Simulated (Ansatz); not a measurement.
The calculation used DFT PBE, scalar-relativistic, plane waves, PAW (Ansatz 0.2.0). Settings: cutoff 420 eV, Γ-centred meshes spaced at most about 0.3 Å⁻¹ (2π included), Gaussian smearing. No spin polarisation.

Temperature and zero-point effects are left out.

Two forms of HfO2 were relaxed alike.

A.

Space group P4_2/mnm (No. 136). a = 4.880 Å, b = 4.880 Å, c = 3.238 Å, α = 90.00°, β = 90.00°, γ = 90.00°
```json
{"atom": "Hf", "site": "2a", "symmetry": "m.mm", "x": "0.0000", "y": "0.0000", "z": "0.0000"}
{"atom": "O", "site": "4f", "symmetry": "m.2m", "x": "0.1948", "y": "0.8052", "z": "0.5000"}
```

B.

Space group I4_1/amd:1 (No. 141). a = 4.019 Å, b = 4.019 Å, c = 10.645 Å, α = 90.00°, β = 90.00°, γ = 90.00°
```json
{"atom": "Hf", "site": "4a", "symmetry": "-4m2", "x": "0.0000", "y": "0.0000", "z": "0.0000"}
{"atom": "O", "site": "8e", "symmetry": "2mm.", "x": "0.5000", "y": "0.5000", "z": "0.2983"}
```

Question: Which would you expect to be lower, and how large is the difference?

Answer: B is lower, by 30 meV/atom. A has the rutile type, space group P4_2/mnm (No. 136), 12.9 Å³/atom and a gap of 3.90 eV on its mesh; B has the anatase type, space group I4_1/amd (No. 141), 14.3 Å³/atom and a gap of 4.43 eV. The lower one is the more open, so pressure narrows the difference. In A, Hf has 6 O at 2.10–2.11 Å; O has 3 Hf at 2.10–2.11 Å. In B, Hf is surrounded by 6 O at 2.07–2.15 Å; O is surrounded by 3 Hf at 2.07–2.15 Å. Origin: A, reached from a Materials Project cell; B, invented.

These runs have no spin–orbit coupling, which can matter for Hf. Kohn–Sham gaps at this level usually fall short of measured ones. Cells relaxed within their symmetry can be saddle points.
